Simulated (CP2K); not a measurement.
## Al in CP2K: convergence with ngrids

The system is Al.

```
Al
1.0
     2.86123    0.00000    0.00000
     1.45896    2.40291    0.00000
     1.35788    0.90025    2.40988
Al
1
Direct
  0.02320 0.99348 0.99347
```

The cell isn't the ideal one: cell strained at random at fixed volume.

```yaml
Program: CP2K 2026.2
Task: single point
Functional: LDA
Potentials_or_basis: all electrons (GAPW); pob-DZVP-rev2 basis
Density_cutoff: 6803 eV
k_mesh: 9 × 9 × 8
Occupations: fermi-dirac, width 0.05 eV
Spin: no spin polarisation
```

These are the settings of the first run; the series varies ngrids, with any setting tied to it.

Hardware: 1 thread of Arm Neoverse V2 (shared host).

| ngrids | energy less the tightest run, at zero smearing (meV/atom) | SCF cycles | CPU time (s) | peak memory (GiB) |
| --- | --- | --- | --- | --- |
| 1 | 0.00 | 13 | 97 | 0.2 |
| 2 | 0.00 | 13 | 33 | 0.2 |
| 3 | 0.00 | 13 | 19 | 0.2 |
| 4 | 0.00 | 13 | 15 | 0.2 |
| 5 | 0.00 | 13 | 15 | 0.2 |
| 6 | 0.00 | 13 | 14 | 0.2 |

Against the tightest run, the energy stays within 1 meV/atom from 1 on. The tightest run that finished is the yardstick and may itself not be fully converged.

Caveat, for the tightest run too: the basis of atomic orbitals isn't converged, which shifts pressures, moduli and gaps.
